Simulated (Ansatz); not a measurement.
Set up this calculation in Ansatz 0.2.0, as the native input.

```
Task                                : band structure
Functional                          : LDA
Potentials or basis                 : Ansatz PAW
Cutoff                              : 420 eV (not typed: the program's choice for these potentials)
k mesh                              : 7 × 7 × 7
Occupations                         : fermi-dirac, width 0.05 eV
Spin                                : no spin polarisation
Path                                : [["G", "X", "W", "K", "G", "L", "U", "W", "L", "K"], ["U", "X"]]
Points for each segment of the path : 14
```

Crystal: SnTe.

```
CELL_PARAMETERS angstrom
0.00000 3.61115 3.61115
3.61115 0.00000 3.61115
3.61115 3.61115 0.00000
ATOMIC_POSITIONS crystal
Te 0.25000 0.25000 0.25000
Sn 0.00000 0.00000 0.00000
```

Measurements of this composition are mostly on another form, of space group No. 225.

These files were run (other wordings do the same):

input.yaml

```yaml
crystal:
  lattice:
    - [0.0, 3.611146, 3.611146]
    - [3.611146, 0.0, 3.611146]
    - [3.611146, 3.611146, 0.0]
  atoms:
    - { symbol: Te, position: [0.25, 0.25, 0.25] }
    - { symbol: Sn, position: [0.0, 0.0, 0.0] }
hamiltonian:
  xc: lda
  pseudopotentials: { kind: paw }
kpoints:
  mp_grid: { grid: [7, 7, 7] }
  band_path:
    path:
      - [[0.0, 0.0, 0.0], [0.5, 0.0, 0.5], [0.5, 0.25, 0.75], [0.375, 0.375, 0.75], [0.0, 0.0, 0.0], [0.5, 0.5, 0.5], [0.625, 0.25, 0.625], [0.5, 0.25, 0.75], [0.5, 0.5, 0.5], [0.375, 0.375, 0.75]]
      - [[0.625, 0.25, 0.625], [0.5, 0.0, 0.5]]
    npoints: 14
scf:
  occupations: { method: fermi_dirac, width: 0.05 }
  n_extra_bands: 6
output:
  forces: true
  stress: true
  eigenvalues: true
  fatbands: true
```

Potentials or basis: Ansatz PAW.

Command:

```bash
$ ansatz run input.yaml --threads 2 --pin off --max-ram 5632MiB --backend cpu --events-out ev --progress --plain --runs-dir out
```

Results of the run:

The pressure is -2.2 GPa. The band gap along the path is none (metal or under the smearing width).

Caveat: spin-orbit coupling is left out, which moves the levels of the heavy elements; the PAW data sets come from PBE, with cores solved anew for the run's functional, which leaves a small shift of forces and pressure.

Run time: 6.6 s on 2 threads of Intel(R) Xeon(R) 6975P-C (Granite Rapids) (shared host), peak memory 0.43 GiB.
